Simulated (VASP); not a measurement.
Runs of VASP 6.6.1 on Au. The structure is cubic, space group Fm-3m (No. 225). The conventional cell has a = 4.070 Å, b = 4.070 Å, c = 4.070 Å, α = 90.00°, β = 90.00°, γ = 90.00°. Au (site symmetry m-3m) has 12 Au at 2.88 Å as nearest neighbours. 

```csv
task,level,cell,cutoff (eV),smearing,gap on the mesh (eV),pressure (GPa),relaxed volume (Å³/atom)
relaxation of cell and atoms,PBEsol+D3,relaxed,600,fermi-dirac 0.05 eV,none,0.0,16.50
single point,PBE,as given,520,gaussian 0.026 eV,none,10.5,-
relaxation of cell and atoms,PBE+TS,relaxed,600,fermi-dirac 0.05 eV,none,0.0,(a)
relaxation of cell and atoms,PBE+D4,relaxed,600,fermi-dirac 0.05 eV,none,0.0,17.29
relaxation of cell and atoms,PBEsol+D3(BJ),relaxed,600,fermi-dirac 0.05 eV,none,0.0,16.44
relaxation of cell and atoms,PBE+MBD,relaxed,600,fermi-dirac 0.05 eV,none,0.0,17.46
relaxation of cell and atoms,PBE+D3(BJ),relaxed,600,fermi-dirac 0.05 eV,none,0.0,(b)
relaxation of cell and atoms,PBE+D3,relaxed,600,fermi-dirac 0.05 eV,none,0.0,17.21
```

Alike in all rows: potentials or basis VASP PAW PBE potentials, release 64 (Au); no spin polarisation; k mesh 11 × 11 × 11.

Fill in the values left out.

(a) 17.37; (b) 17.24.

Caveats: pairwise dispersion overbinds metals, which lowers pressure and volume (some runs); the PAW data sets were made with another functional, which shifts forces and pressure a little (some runs); atom-pairwise D2, TS and ULG terms overbind metals (some runs).

A k mesh can miss the band edges, and the runs leave out spin-orbit coupling on Au.

A gap of «none» marks a metal or a gap under the smearing width.
